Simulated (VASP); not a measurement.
GaP:

```
Ga P
1.0
     0.00000    2.72525    2.72525
     2.72525    0.00000    2.72525
     2.72525    2.72525    0.00000
Ga P
1 1
Direct
  0.00000 0.00000 0.00000
  0.75000 0.75000 0.75000
```

* Program: VASP 6.6.1
* Task: relaxation of cell and atoms
* Functional: PBE
* Potentials or basis: VASP PAW PBE potentials, release 64 (Ga_d_GW, P_GW)
* Cutoff: 680 eV
* k mesh: 8 × 8 × 8
* Occupations: fermi-dirac, width 0.05 eV
* Spin: no spin polarisation

At the start: pressure 2.5 GPa; volume 20.24 Å³/atom.

Where does the relaxation end?

Over 7 steps the energy falls by 4.7 meV/atom and the volume is 20.88 Å³/atom (+3.1 %); space group F-43m (No. 216, to 0.05 Å).

Step by step:
```
step  energy change (eV)  largest force (eV/Å)  pressure (GPa)  volume (Å³)
   1              0.0000                0.0000            2.53        40.48
   2             -0.0069                0.0000           -1.32        42.38
   3             -0.0094                0.0000            0.57        41.71
   4             -0.0092                0.0000           -0.55        41.91
   5             -0.0094                0.0000           -0.10        41.82
   6             -0.0094                0.0000           -0.08        41.79
   7             -0.0094                0.0000           -0.02        41.75
```

Final structure:
```yaml
crystal:
  lattice:
    - [0.00000, 2.75346, 2.75346]
    - [2.75346, 0.00000, 2.75346]
    - [2.75346, 2.75346, 0.00000]
  atoms:
    - { symbol: Ga, position: [0.00000, 0.00000, 0.00000] }
    - { symbol: P, position: [0.75000, 0.75000, 0.75000] }
```
